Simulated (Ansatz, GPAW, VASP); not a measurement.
**One calculation of Ge, 3 ways**

```
CELL_PARAMETERS angstrom
0.00000 2.82891 2.82891
2.82891 0.00000 2.82891
2.82891 2.82891 0.00000
ATOMIC_POSITIONS crystal
Ge 0.75000 0.75000 0.75000
Ge 0.50000 0.50000 0.50000
```

Alike in all runs: task single point; functional PBE; k mesh 8 × 8 × 8; occupations gaussian, width 0.015 eV; no spin polarisation; no spin-orbit coupling. Pressure is positive in compression and, in plane waves, holds the error of the finite cutoff.

```csv
program and potentials,plane-wave cutoff (eV),notes,band gap (eV),pressure (GPa)
"VASP, PBE PAW files Ge_d, 520 eV",520,14 valence electrons an atom on average,0.03,3.49
"Ansatz, all-electron LAPW, scalar-relativistic",-,-,0.04,3.56
"GPAW, GPAW PAW data sets (gpaw-data 1.2.1)",600,4 valence electrons an atom on average,0.09,3.84
```

The band gap spans 0.03 (VASP, PBE PAW files Ge_d, 520 eV) to 0.09 eV (GPAW, GPAW PAW data sets (gpaw-data 1.2.1)), with all-electron results at 0.04. The pressure spans 3.49 (VASP, PBE PAW files Ge_d, 520 eV) to 3.84 GPa (GPAW, GPAW PAW data sets (gpaw-data 1.2.1)), with all-electron results at 3.56.

Differences between rows come from potentials, basis sets and numerical settings, since the functional is the same but for its coding. Runs on potential files found faulty are left out.

All three calculations leave germanium on the verge of being a semimetal, whereas the real crystal is a semiconductor with a clear indirect gap. The near-closure is a known failure of semilocal functionals, whose Kohn-Sham gap lacks the derivative discontinuity and which place the antibonding s-like conduction state at the zone centre too low relative to the bonding p-like valence top. Spin-orbit splitting would raise the valence top and narrow the gap further, so the small positive values don't establish a robust semiconducting state.

The positive pressures show that the cell is compressed relative to the equilibrium volume of PBE, in line with this functional's usual underbinding of germanium. Relaxation would therefore expand the lattice and probably close the gap, since the s-like conduction state falls as the bonds lengthen. The run with 3d electrons in the valence lies closer to the all-electron result in both quantities, which suggests that freezing the 3d shell contributes to the GPAW offset. The gaps alone don't show whether the conduction minimum falls at the zone centre or at L.
